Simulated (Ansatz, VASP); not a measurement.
# SnSe2: VASP beside Ansatz

The input INCAR:

```
PREC     = Accurate       # precision mode
ENCUT    = 520            # plane-wave cutoff, eV
EDIFF    = 1E-7           # SCF threshold, eV
ISMEAR   = 0              # smearing method
SIGMA    = 0.1            # smearing width, eV
LREAL    = False          # projectors in reciprocal space
LASPH    = True           # aspherical terms in the spheres
NELM     = 80             # most SCF steps
ALGO     = Normal         # electronic algorithm
ISIF     = 2              # what is computed and relaxed
LWAVE    = False          # write WAVECAR
LCHARG   = False          # write CHGCAR
GGA      = PE             # functional
NBANDS   = 20             # bands
```

The input KPOINTS:

```
Automatic mesh
0
Gamma
  6 6 6
```

File POSCAR:

```
SnSe2
1.0
    2.1003446924      1.2126345736      5.6998367525
   -2.1003446924      1.2126345736      5.6998367525
    0.0000000000     -2.4252691472      5.6998367525
Sn Se
1 2
Direct
    0.5000000000      0.5000000000      0.5000000000
    0.2159096929      0.2159096929      0.2159096929
    0.7840903071      0.7840903071      0.7840903071
```

Input for Ansatz:

```yaml
crystal:
  lattice:
    - [2.1003446924, 1.2126345736, 5.6998367525]
    - [-2.1003446924, 1.2126345736, 5.6998367525]
    - [0.0, -2.4252691472, 5.6998367525]
  atoms:
    - { symbol: Sn, position: [0.5, 0.5, 0.5] }
    - { symbol: Se, position: [0.2159096929, 0.2159096929, 0.2159096929] }
    - { symbol: Se, position: [0.7840903071, 0.7840903071, 0.7840903071] }
basis:
  ecutwfc: 420
kpoints:
  mp_grid: { grid: [6, 6, 6] }
hamiltonian:
  xc: pbe
scf:
  occupations: { method: gaussian, width: 0.1 }
output:
  forces: true
  stress: true
  eigenvalues: true
```

Alike in both runs: task single point; functional PBE; k mesh 6 × 6 × 6; occupations gaussian, width 0.1 eV; no spin polarisation.

|  | VASP | Ansatz |
| --- | --- | --- |
| version | VASP 6.6.1 | Ansatz 0.2.0 |
| potentials or method | VASP PAW PBE potentials, release 64 (Sn_d, Se) | scalar-relativistic, plane waves, PAW |
| plane-wave cutoff (eV) | 520 | 420 |
| valence electrons in the cell | 26 | 46 |

Ansatz gave:

```
gap on the k mesh at the Fermi level (eV)       : none
pressure (GPa)                                  : 16.9
largest component of the traceless stress (GPa) : 6.68
rms of the force components (eV/Å)              : 1.582
```

Problem. Which values does VASP return?

Solution. gap on the k mesh at the Fermi level (eV): none; pressure (GPa): 17.0; largest component of the traceless stress (GPa): 6.77; rms of the force components (eV/Å): 1.587.

Atom by atom the forces differ by 0.005 eV/Å (rms over components). A gap of «none» marks a metal or a gap that the smearing closes. The two sets of potentials don't hold the same shells in valence.

Caveats: so large a pressure means that the cell lies far from this level's equilibrium, or that cutoff or potentials fall short (VASP); forces of over 1 eV/Å show positions far from the minimum, so gaps and moduli don't describe the material at rest.
